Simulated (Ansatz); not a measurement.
Runs of Ansatz 0.2.0 on Cu. It takes space group P6_3/mmc (No. 194, hexagonal). The conventional cell has a = 2.534 Å, b = 2.534 Å, c = 4.113 Å, α = 90.00°, β = 90.00°, γ = 120.00°. Cu (site symmetry -6m2) has 12 Cu at 2.52 to 2.53 Å as nearest neighbours. This isn't the form of Cu at room conditions, which is fcc.

```csv
task,level,cell,smearing,points for each segment of the path,gap on the mesh (eV),pressure (GPa),relaxed volume (Å³/atom)
band structure,LDA,as given,fermi-dirac 0.05 eV,14,none,-7.9,-
relaxation of cell and atoms,LDA,relaxed,fermi-dirac 0.05 eV,-,none,0.0,(a)
band structure,PBE,as given,fermi-dirac 0.05 eV,14,none,7.3,-
band structure,PBEsol,as given,fermi-dirac 0.05 eV,14,none,-1.4,-
single point,PBE,as given,gaussian 0.011 eV,-,none,7.3,-
relaxation of cell and atoms,PBE,relaxed,fermi-dirac 0.05 eV,-,none,0.0,11.99
```

Alike in all rows: potentials or basis Ansatz PAW; no spin polarisation; k mesh 12 × 12 × 7; cutoff (eV) 420.

Question: Fill in the values left out.

Answer: (a) 10.91.

Caveats: the PAW data sets come from PBE, with cores solved anew for the run's functional, which leaves a small shift of forces and pressure (some runs); the plane-wave basis is chosen anew once the cell has moved, so the energies of steps on either side of that aren't comparable (some runs).

A gap of «none» marks a metal or a gap under the smearing width.
